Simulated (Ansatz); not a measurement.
# S33Mg31: the cost of one run

All numbers are computed with Ansatz 0.2.0 (PAW, plane waves).

### 1 Starting point

64 atoms (33 S, 31 Mg); a = 10.364 Å, b = 10.364 Å, c = 10.364 Å, α = 90.00°, β = 90.00°, γ = 90.00°. All atoms were shaken off their sites by about 0.02 Å along each axis; atoms next to an added one may be pushed further to make room. Defect site 1: (0.500, 0.500, 0.500). Starting moments add up to 1 μB.

Plan of the steps: (2) PBEsol relaxation at the single k point (¼, ¼, ¼), on 1 × NVIDIA GB200 with 8 threads of Arm Neoverse-V2; (3) HSE06 single point at the single k point (¼, ¼, ¼), on 1 × NVIDIA GB200 with 8 threads of Arm Neoverse-V2.

### 2 Relaxation of the positions (PBEsol)

Input file in.yaml:

```yaml
crystal:
  lattice:
    - [10.363961, 0.000000, 0.000000]
    - [0.000000, 10.363961, 0.000000]
    - [0.000000, 0.000000, 10.363961]
  atoms:
    - { symbol: S, position: [0.249411, 0.998623, 0.002394] }
    - { symbol: S, position: [0.246960, 0.999409, 0.500891] }
    - { symbol: S, position: [0.253852, 0.501102, 0.997171] }
    - { symbol: S, position: [0.252691, 0.502106, 0.499086], spin: 0.143 }
    - { symbol: S, position: [0.749759, 0.998708, 0.001487] }
    - { symbol: S, position: [0.749985, 0.000302, 0.499334] }
    - { symbol: S, position: [0.753136, 0.498247, 0.997820] }
    - { symbol: S, position: [0.749722, 0.501139, 0.498709], spin: 0.143 }
    - { symbol: S, position: [0.000143, 0.249922, 0.999258] }
    - { symbol: S, position: [0.001264, 0.251680, 0.501578] }
    - { symbol: S, position: [0.997397, 0.750205, 0.001095] }
    - { symbol: S, position: [0.001289, 0.752983, 0.501231] }
    - { symbol: S, position: [0.500281, 0.250315, 0.001766] }
    - { symbol: S, position: [0.498764, 0.249852, 0.501912], spin: 0.143 }
    - { symbol: S, position: [0.499918, 0.751482, 0.999885] }
    - { symbol: S, position: [0.501092, 0.754508, 0.498875], spin: 0.143 }
    - { symbol: S, position: [0.999239, 0.997768, 0.248532] }
    - { symbol: S, position: [0.003029, 0.998142, 0.750774] }
    - { symbol: S, position: [0.996400, 0.499340, 0.253453] }
    - { symbol: S, position: [0.999327, 0.498681, 0.746636] }
    - { symbol: S, position: [0.500787, 0.000206, 0.249882] }
    - { symbol: S, position: [0.501864, 0.995821, 0.749785] }
    - { symbol: S, position: [0.498069, 0.501123, 0.251709], spin: 0.143 }
    - { symbol: S, position: [0.497764, 0.498682, 0.748868], spin: 0.143 }
    - { symbol: S, position: [0.501349, 0.502376, 0.499560], spin: 0.143 }
    - { symbol: S, position: [0.249572, 0.252261, 0.253569] }
    - { symbol: S, position: [0.247800, 0.247843, 0.747686] }
    - { symbol: S, position: [0.250111, 0.750797, 0.250522] }
    - { symbol: S, position: [0.251363, 0.746918, 0.753006] }
    - { symbol: S, position: [0.749762, 0.256357, 0.248747] }
    - { symbol: S, position: [0.745928, 0.252069, 0.749383] }
    - { symbol: S, position: [0.750560, 0.748691, 0.250398] }
    - { symbol: S, position: [0.753588, 0.750239, 0.748829] }
    - { symbol: Mg, position: [0.998450, 0.999622, 0.001935] }
    - { symbol: Mg, position: [0.999727, 0.999432, 0.500435] }
    - { symbol: Mg, position: [0.999438, 0.499669, 0.999040] }
    - { symbol: Mg, position: [0.996079, 0.502136, 0.499225] }
    - { symbol: Mg, position: [0.500695, 0.001374, 0.995288] }
    - { symbol: Mg, position: [0.501797, 0.997740, 0.499539] }
    - { symbol: Mg, position: [0.501715, 0.502171, 0.001847] }
    - { symbol: Mg, position: [0.249713, 0.251718, 0.001605] }
    - { symbol: Mg, position: [0.249252, 0.247588, 0.501096] }
    - { symbol: Mg, position: [0.251239, 0.748856, 0.997678] }
    - { symbol: Mg, position: [0.250503, 0.750859, 0.499669] }
    - { symbol: Mg, position: [0.749690, 0.250420, 0.001421] }
    - { symbol: Mg, position: [0.750819, 0.248929, 0.499858] }
    - { symbol: Mg, position: [0.750433, 0.751082, 0.999529] }
    - { symbol: Mg, position: [0.748516, 0.748173, 0.497013] }
    - { symbol: Mg, position: [0.247885, 0.998349, 0.251038] }
    - { symbol: Mg, position: [0.251494, 0.999299, 0.748092] }
    - { symbol: Mg, position: [0.254099, 0.497477, 0.253167] }
    - { symbol: Mg, position: [0.250463, 0.501879, 0.750445] }
    - { symbol: Mg, position: [0.748362, 0.995751, 0.249178] }
    - { symbol: Mg, position: [0.753769, 0.999522, 0.749454] }
    - { symbol: Mg, position: [0.751337, 0.501401, 0.251002] }
    - { symbol: Mg, position: [0.750025, 0.501052, 0.747816] }
    - { symbol: Mg, position: [0.999094, 0.248455, 0.251372] }
    - { symbol: Mg, position: [0.003565, 0.250966, 0.752494] }
    - { symbol: Mg, position: [0.000630, 0.750609, 0.253528] }
    - { symbol: Mg, position: [0.000823, 0.753645, 0.749537] }
    - { symbol: Mg, position: [0.499086, 0.247756, 0.248970] }
    - { symbol: Mg, position: [0.497410, 0.254029, 0.751651] }
    - { symbol: Mg, position: [0.500227, 0.749388, 0.251797] }
    - { symbol: Mg, position: [0.498158, 0.747266, 0.751103] }
  symmetry: { detect: false }
kpoints:
  mp_grid: { grid: [1, 1, 1], shift: [0.25, 0.25, 0.25] }
hamiltonian:
  xc: pbesol
total_charge: 3
magnetization:
  spin_polarized: true
scf:
  occupations: { method: fermi_dirac, width: 0.01 }
relax:
  f_tol: 0.03
  max_steps: 80
  escape_saddle: false
  adjacent_minimum: "off"
output:
  forces: true
  eigenvalues: true
  populations: true
  charged_corrections: { epsilon: 10 }
```

Run with:

```
> ansatz run in.yaml --threads 8 --pin off --max-ram 118750MiB --runs-dir r --events-out ev --progress --plain --backend cuda --devices 0, --max-vram 170GiB
```

What time and memory should one allow on 1 × NVIDIA GB200 with 8 threads of Arm Neoverse-V2, shared host?

About 7.8 s, with a peak of 1.9 GiB on the host.
